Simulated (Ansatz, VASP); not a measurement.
**Two plane-wave programs on AgCl**

```
Ag Cl
1.0
     0.00000    2.77318    2.77318
     2.77318    0.00000    2.77318
     2.77318    2.77318    0.00000
Ag Cl
1 1
Direct
  0.00000 0.00000 0.00000
  0.50000 0.50000 0.50000
```

Alike in both runs: task single point; functional PBE-based screened hybrid; k mesh 4 × 4 × 4; no spin polarisation.

|  | VASP | Ansatz |
| --- | --- | --- |
| version | VASP 6.6.1 | Ansatz 0.2.0 |
| potentials or method | VASP PAW PBE potentials, release 64 (Ag, Cl) | plane waves |
| plane-wave cutoff (eV) | 520 | 420 |
| occupations | gaussian, width 0.01 eV | fixed |
| valence electrons in the cell | 18 | 26 |

Ansatz gave:

| Item | Value |
| --- | --- |
| gap on the k mesh at the Fermi level (eV) | 1.67 |
| pressure (GPa) | 1.6 |

Question: Estimate VASP's values.

Answer: gap on the k mesh at the Fermi level (eV): 1.66; pressure (GPa): 1.5.

The two sets of potentials don't hold the same shells in valence. Ansatz warned: «stress_exchange_threshold_loose».

Caveats: the k mesh is coarse (spacing up to 0.49 Å⁻¹), so the values aren't converged; the PAW data sets were made with another functional, which shifts forces and pressure a little (VASP). A k mesh can miss the band edges.
